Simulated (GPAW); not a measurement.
# SiC (P6_3mc) in GPAW: a series of runs, part 2 of 3

GPAW 26.7.0. Earlier steps stand in the parts before.

## 4. Single point, LDA

run.py reads:

```python
from ase import Atoms
from ase.dft.bandgap import bandgap
from ase.io import write
from ase.units import GPa
from gpaw import GPAW, PW

atoms = Atoms(['Si', 'Si', 'Si', 'Si', 'C', 'C', 'C', 'C'],
              cell=[[3.0756941497, 0.0, 0.0],
                    [-1.5378470748, 2.6636292679, 0.0],
                    [0.0, 0.0, 10.07064648]],
              scaled_positions=[[0.0, 0.0, 0.18789438],
                                [0.0, 0.0, 0.68789438],
                                [0.3333333333, 0.6666666667, 0.43784198],
                                [0.6666666667, 0.3333333333, 0.93784198],
                                [0.0, 0.0, 0.00046005],
                                [0.0, 0.0, 0.50046005],
                                [0.3333333333, 0.6666666667, 0.24980259],
                                [0.6666666667, 0.3333333333, 0.74980259]],
              pbc=True)

calc = GPAW(mode=PW(650),
            xc='LDA',
            kpts={'size': (8, 8, 2), 'gamma': True},
            occupations={'name': 'fermi-dirac', 'width': 0.05},
            nbands=32,
            convergence={'density': 1e-05, 'energy': 1e-05},
            maxiter=80,
            txt='gpaw.txt')
atoms.calc = calc
energy = atoms.get_potential_energy()
forces = atoms.get_forces()
stress = atoms.get_stress()
calc.write('gs.gpw')
write('result.traj', atoms)
print(f'Energy: {energy:.6f} eV')
print('Forces (eV/A):')
print(forces.round(4))
print('Stress (GPa):', (stress / GPa).round(3))
print('Fermi level:', round(calc.get_fermi_level(), 4), 'eV')
print(f'Gap: {bandgap(calc)[0]:.4f} eV, direct: {bandgap(calc, direct=True)[0]:.4f} eV')
```

Potentials or basis: the program's PAW data sets (release 1.2.1) made for this functional, pw.

Run with:

```sh
$ OMP_NUM_THREADS=1 python run.py
```

gpaw.txt:

```text
__  _  _
 | _ |_)|_||  |
 |__||  | ||/\| - 26.7.0

Input parameters:
  mode=PW(ecut=650.0),
  convergence={'density': 1e-05, 'energy': 1e-05},
  kpts=MonkhorstPack(size=(8, 8, 2), gamma=True),
  maxiter=80,
  nbands=32,
  occupations=Occupations(name='fermi-dirac', width=0.05),
  xc=XC(name='LDA')

Diagonalizing LCAO Hamiltonian
Converting LCAO to pw mode

            Si

            C
       Si
[... 6 lines left out ...]
       Si

       C

Atoms  # Å, Bohr magnetons
|   | symbol |         x |        y |        z |    initial magnetic moments |
|---|--------|-----------|----------|----------|-----------------------------|
| 0 |     Si |  0.000000 | 0.000000 | 1.892218 | ( 0.0000,  0.0000,  0.0000) |
| 1 |     Si |  0.000000 | 0.000000 | 6.927541 | ( 0.0000,  0.0000,  0.0000) |
| 2 |     Si | -0.000000 | 1.775753 | 4.409352 | ( 0.0000,  0.0000,  0.0000) |
| 3 |     Si |  1.537847 | 0.887876 | 9.444675 | ( 0.0000,  0.0000,  0.0000) |
| 4 |      C |  0.000000 | 0.000000 | 0.004633 | ( 0.0000,  0.0000,  0.0000) |
| 5 |      C |  0.000000 | 0.000000 | 5.039956 | ( 0.0000,  0.0000,  0.0000) |
| 6 |      C | -0.000000 | 1.775753 | 2.515674 | ( 0.0000,  0.0000,  0.0000) |
| 7 |      C |  1.537847 | 0.887876 | 7.550997 | ( 0.0000,  0.0000,  0.0000) |

Unit cell  # Å
| periodic |         x |        y |         z |   lengths |     angles |
|----------|-----------|----------|-----------|-----------|------------|
|      yes |  3.075694 | 0.000000 |  0.000000 |  3.075694 |  90.000000 |
|      yes | -1.537847 | 2.663629 |  0.000000 |  3.075694 |  90.000000 |
|      yes |  0.000000 | 0.000000 | 10.070646 | 10.070646 | 120.000000 |

Number of symmetries: 6
Symmetry operations  # r_c * U_cc + t_c -> r_c
|   | kind |            matrix            |
|---|------|------------------------------|
| 0 |  σ   |  1, 1, 0,  0,-1, 0,  0, 0, 1 |
| 1 |  E   |  1, 0, 0,  0, 1, 0,  0, 0, 1 |
| 2 |  C3  |  0, 1, 0, -1,-1, 0,  0, 0, 1 |
| 3 |  σ   |  0,-1, 0, -1, 0, 0,  0, 0, 1 |
| 4 |  σ   | -1, 0, 0,  1, 1, 0,  0, 0, 1 |
| 5 |  C3  | -1,-1, 0,  1, 0, 0,  0, 0, 1 |

BZ-sampling:
  Number of BZ points: 128
  Number of IBZ points: 20

  Monkhorst-Pack size: [8, 8, 2]
  Monkhorst-Pack shift: [0.0625, 0.0625, 0.25]

K-points  # in reciprocal-cell coordinates
|     |                                coordinates |     weight |
|-----|--------------------------------------------|------------|
|   0 | (  0.00000000,   0.00000000,   0.00000000) | 0.00781250 |
|   1 | (  0.00000000,   0.00000000,   0.50000000) | 0.00781250 |
|   2 | (  0.12500000,   0.00000000,   0.00000000) | 0.04687500 |
|   3 | (  0.12500000,   0.00000000,   0.50000000) | 0.04687500 |
|   4 | (  0.25000000,  -0.12500000,   0.00000000) | 0.04687500 |
|   5 | (  0.25000000,  -0.12500000,   0.50000000) | 0.04687500 |
|   6 | (  0.25000000,   0.00000000,   0.00000000) | 0.04687500 |
[... 77 lines left out ...]
  Converge bands: occupied
  niter=2

density mixing:
  MSR1-Mixer
  Pratt-step length: 0.05
  Maximum mixing coefficient: 0.75
  Old densities: 10
  SVD Regularization: 0.005
  Good broyden scale: 1.0
  Trust region scale: 1.0
  Backstep threshold: 4.0
  History deletion threshold: 6.0
  Fourier metric: weight=20.0, sigma=0.015

occupation numbers:
  Fermi-Dirac:
    width: 0.0500  # eV

poisson solver:
  ecut: 5200.0  # eV

xc functional:
  name: None

convergence criteria:
- Maximum integral of absolute [dens]ity change: 1e-05 electrons / valence electron
- Maximum [total energy] change in last 3 cyles: 1e-05 eV / valence electron
- Maximum integral of absolute [eigenst]ate change: 4e-08 eV^2 / valence electron
maximum number of iterations: 80

SCF iterations
|iter     | |      energy | eigst |  dens |
|---------|-|-------------|-------|-------|
|iter:   1| |  -73.498021 | -0.13 |       |
|iter:   2| |  -71.887130 | -2.08 | -0.56 |
|iter:   3| |  -66.402121 | -0.70 | -0.60 |
|iter:   4| |  -66.375569 | -2.77 | -1.33 |
|iter:   5| |  -66.378141 | -3.52 | -1.71 |
|iter:   6| |  -66.378379 | -5.32 | -2.62 |
|iter:   7| |  -66.378388c| -6.47 | -3.42 |
|iter:   8| |  -66.378387c| -7.35 | -3.98 |
|iter:   9| |  -66.378387c| -7.58c| -4.38 |
|iter:  10| |  -66.378387c| -8.28c| -5.20c|

Converged in 10 steps
Energy contributions relative to reference atoms: (reference = -35510.062883)

Energy contributions:
  Kinetic:          66.927083
  Coulomb:         -56.235031
  Zero:             -0.063747
  External:          0.000000
  Xc:              -77.006693
  Entropy:          -0.000000
  Spinorbit:         0.000000
  ----------------------------
  Free energy:     -66.378387
  Extrapolated:    -66.378387

dipole moment: (-12.731000, -22.050739, -11.666115)  # |e|*Ang

Fermi level: 9.145
Eigenvalues  # (at kpt = [0.000, 0.000, 0.000])
| band index |      eig [eV] | occ [0-2] |
|------------|---------------|-----------|
|          0 |        -7.311 |     2.000 |
|        ... |               |           |
|          8 |         6.930 |     2.000 |
|          9 |         7.391 |     2.000 |
|         10 |         7.391 |     2.000 |
|         11 |         7.533 |     2.000 |
|         12 |         7.533 |     2.000 |
|         13 |         8.064 |     2.000 |
[... 8 lines left out ...]
|         22 |        15.036 |     0.000 |
|         23 |        15.036 |     0.000 |
|        ... |               |           |
|         31 |        18.830 |     0.000 |

Gap: 2.175 eV
Transition (v -> c):
  (s=0, k=0, n=15, [0.00, 0.00, 0.00]) -> (s=0, k=18, n=16, [0.50, 0.50, 0.00])
Direct/indirect transitions are different
Direct gap: 3.300 eV
Transition at: (s=0, k=18, n=15, [0.50, 0.50, 0.00])

Forces  # eV/Ang
|        x |       y |        z |
|----------|---------|----------|
|  0.00000 | 0.00000 | -0.00599 |  # Si   0
|  0.00000 | 0.00000 | -0.00599 |  # Si   1
|  0.00000 | 0.00000 |  0.00481 |  # Si   2
| -0.00000 | 0.00000 |  0.00481 |  # Si   3
|  0.00000 | 0.00000 |  0.00016 |  # C    4
|  0.00000 | 0.00000 |  0.00016 |  # C    5
| -0.00000 | 0.00000 |  0.00093 |  # C    6
|  0.00000 | 0.00000 |  0.00093 |  # C    7

Stress tensor  # eV/Ang^3
|         x |         y |         z |
|-----------|-----------|-----------|
|  0.015503 | -0.000000 |  0.000000 |
| -0.000000 |  0.015503 | -0.000000 |
|  0.000000 | -0.000000 |  0.015794 |

# Writing to gs.gpw (mode='')
```

Wall time 38 s (1 thread of Arm Neoverse V1, shared host); peak memory 0.21 GiB.

What came out:

```
Free energy            : -66.3784 eV
Pressure               : -2.5 GPa
Largest force          : 0.006 eV/Å
Band gap on the k mesh : 2.17 eV, indirect (least direct gap 3.30 eV)
```

Forces on the atoms (eV/Å):
```
Si   0.000  0.000 -0.006
Si   0.000  0.000 -0.006
Si   0.000  0.000  0.005
Si   0.000  0.000  0.005
C    0.000  0.000  0.000
C    0.000  0.000  0.000
C    0.000  0.000  0.001
C    0.000  0.000  0.001
```

Levels at points of the mesh, in eV from the valence-band top:
```csv
k point,band 12,band 13,band 14,band 15,band 16,band 17,band 18,band 19,band 20,band 21
"(0.00, 0.00, 0.00)",-0.59,-0.59,-0.05,0.00,0.00,5.08,5.66,6.29,6.40,6.89
"(0.00, 0.00, 0.50)",-1.04,-0.21,-0.21,-0.21,-0.21,5.29,5.29,6.78,6.78,6.98
"(0.50, 0.50, 0.00)",-2.40,-2.37,-2.22,-1.58,-1.12,2.17,2.29,4.14,4.67,5.20
"(0.50, 0.50, 0.50)",-3.03,-2.51,-2.51,-1.56,-1.56,2.58,2.58,4.13,4.13,6.05
```

Caveat: the cutoff is short for stress and forces, so pressures can be off by a GPa or more.

## 5. Electron localisation function, TPSS

run.py reads:

```python
from ase.dft.bandgap import bandgap
from ase.io import write
from ase.spacegroup import crystal
from ase.units import Bohr, GPa
from gpaw import GPAW, PW
from gpaw.elf import elf_from_dft_calculation

# Si 2a
# Si 2b
# C 2a
# C 2b
atoms = crystal(['Si', 'Si', 'C', 'C'],
                basis=[[0.0, 0.0, 0.18789438],
                       [0.3333333333, 0.6666666667, 0.43784198],
                       [0.0, 0.0, 0.00046005],
                       [0.3333333333, 0.6666666667, 0.24980259]],
                spacegroup=186, setting=1,  # P6_3mc
                cellpar=[3.07569415, 3.07569415, 10.07064648, 90.0, 90.0, 120.0],
                primitive_cell=True)

calc = GPAW(mode=PW(800),
            xc='MGGA_X_TPSS+MGGA_C_TPSS',
            kpts={'size': (7, 7, 2), 'gamma': True},
            occupations={'name': 'fermi-dirac', 'width': 0.05},
            nbands=32,
            convergence={'density': 1e-05, 'energy': 1e-05},
            eigensolver='davidson',
            maxiter=150,
            txt='gpaw.txt')
atoms.calc = calc
energy = atoms.get_potential_energy()
forces = atoms.get_forces()
stress = atoms.get_stress()
calc.write('gs.gpw')
write('result.traj', atoms)
print(f'Energy: {energy:.6f} eV')
print('Forces (eV/A):')
print(forces.round(4))
print('Stress (GPa):', (stress / GPa).round(3))
print('Fermi level:', round(calc.get_fermi_level(), 4), 'eV')
print(f'Gap: {bandgap(calc)[0]:.4f} eV, direct: {bandgap(calc, direct=True)[0]:.4f} eV')

# fields on the real-space grid
write('density.cube', atoms, data=calc.get_pseudo_density() * Bohr**3)
write('potential.cube', atoms, data=calc.get_electrostatic_potential())
write('elf.cube', atoms, data=elf_from_dft_calculation(calc).data)
```

Potentials or basis: GPAW PAW data sets (gpaw-data 1.2.1), pw.

Run with:

```sh
$ OMP_NUM_THREADS=1 python run.py
```

Run time: 2.9 min. Hardware: 1 thread of Arm Neoverse V2, shared host; peak memory 0.28 GiB.

Results (log left out):

```
Free energy            : -83.4035 eV
Pressure               : 3.4 GPa
Largest force          : 0.007 eV/Å
Band gap on the k mesh : 2.40 eV, indirect (least direct gap 3.48 eV)
```

Forces in eV/Å, atoms in the order of the input:
```
Si   0.000  0.000 -0.007
Si   0.000  0.000 -0.007
Si   0.000  0.000  0.001
Si   0.000  0.000  0.001
C    0.000  0.000  0.003
C    0.000  0.000  0.003
C    0.000  0.000  0.003
C    0.000  0.000  0.003
```

Levels at points of the mesh, in eV from the valence-band top:
```csv
k point,band 12,band 13,band 14,band 15,band 16,band 17,band 18,band 19,band 20,band 21
"(0.00, 0.00, 0.00)",-0.58,-0.58,-0.05,0.00,0.00,5.27,5.87,6.40,6.51,7.24
"(0.00, 0.00, 0.50)",-1.05,-0.21,-0.21,-0.21,-0.21,5.48,5.48,6.92,6.92,7.33
```

Caveat: the PAW data sets were made with another functional, which shifts forces and pressure a little; an odd mesh through Γ misses points on the zone boundary, where band edges often lie.

[end of part 2 of 3]
